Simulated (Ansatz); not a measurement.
Write the native input for Ansatz 0.2.0 that does the following.

| Item | Value |
| --- | --- |
| Task | single point |
| Functional | PBE |
| Potentials or basis | Ansatz PAW |
| Cutoff | 420 eV (not typed: the program's choice for these potentials) |
| k mesh | 13 × 13 × 13 |
| Occupations | gaussian, width 0.025 eV |
| Spin | collinear spin, ferromagnetic start |
| Starting moments | [3.0] μB |

Crystal: Fe.

```
Fe
1.0
    -1.44300    1.44300    1.44300
     1.44300   -1.44300    1.44300
     1.44300    1.44300   -1.44300
Fe
1
Direct
  0.00000 0.00000 0.00000
```

These files were run (other wordings do the same):

input.yaml

```yaml
crystal:
  lattice:
    - [-1.443, 1.443, 1.443]
    - [1.443, -1.443, 1.443]
    - [1.443, 1.443, -1.443]
  atoms:
    - { symbol: Fe, position: [0.0, 0.0, 0.0], spin: 3.0 }
hamiltonian:
  xc: pbe
  pseudopotentials: { kind: paw }
magnetization:
  spin_polarized: true
kpoints:
  mp_grid: { grid: [13, 13, 13] }
scf:
  occupations: { method: gaussian, width: 0.025 }
output:
  forces: true
  stress: true
  eigenvalues: true
```

Potentials or basis: Ansatz PAW.

Run with:

```bash
$ ansatz run input.yaml --threads 2 --pin off --max-ram 5632MiB --backend cpu --events-out ev --progress --plain --runs-dir out
```

Results of the run:

```json
{
  "Pressure": "-9.6 GPa",
  "Band gap on the k mesh": "none (metal or under the smearing width)",
  "Net moment": "2.25 μB per cell",
  "Absolute moment": "2.39 μB per cell",
  "Site moments": "Fe +2.31 μB"
}
```

Run time: 2 s on 2 threads of Intel(R) Xeon(R) Processor @ 2.70GHz, on a shared host, peak memory 0.32 GiB.
